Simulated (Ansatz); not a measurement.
**PbS (Galena) under changes of volume**

One of the cells (26.086 Å³/atom); the others are scaled copies at fixed shape and fractional positions:

```
Pb S
1.0
     0.00000    2.96575    2.96575
     2.96575    0.00000    2.96575
     2.96575    2.96575    0.00000
Pb S
1 1
Direct
  0.00000 0.00000 0.00000
  0.50000 0.50000 0.50000
```

| Property | Result |
| --- | --- |
| Program | Ansatz 0.2.0 |
| Functional | PBEsol |
| Potentials or basis | Ansatz PAW |
| Cutoff | 420 eV (not typed: the program's choice for these potentials) |
| k mesh | 8 × 8 × 8 |
| Occupations | fermi-dirac, width 0.05 eV |
| Spin | no spin polarisation |

```csv
volume (Å³/atom),energy over the lowest point (meV/atom),pressure (GPa),gap on the mesh (eV)
24.521,10.73,3.0,0.00
25.042,?,?,?
25.564,0.00,0.3,0.17
26.086,0.87,-0.9,0.25
26.607,5.39,-1.9,0.32
27.129,13.22,-2.9,0.39
27.651,24.00,-3.7,0.45
```

Problem. What does the run at 25.042 Å³/atom give?

Solution. Energy over the lowest point 3.17 meV/atom; pressure 1.6 GPa; gap on the mesh 0.09 eV.

Worked out: A Birch-Murnaghan fit of order 3 (a polynomial in V^(-2/3)) to the other rows has its minimum at 25.70 Å³/atom with B0 = V·E''(V) = 59 GPa and B' = 4.0. It gives 3.14 meV/atom at 25.042 Å³/atom, against the run's 3.17, and -dE/dV = 1.6 GPa, against 1.6.

Energies are extrapolated to zero smearing.

Caveats: spin-orbit coupling is left out, which as a rule narrows the gap of such compounds by several tenths of an eV; the PAW data sets come from PBE, with cores solved anew for the run's functional, which leaves a small shift of forces and pressure.

A mesh can miss the band edges.
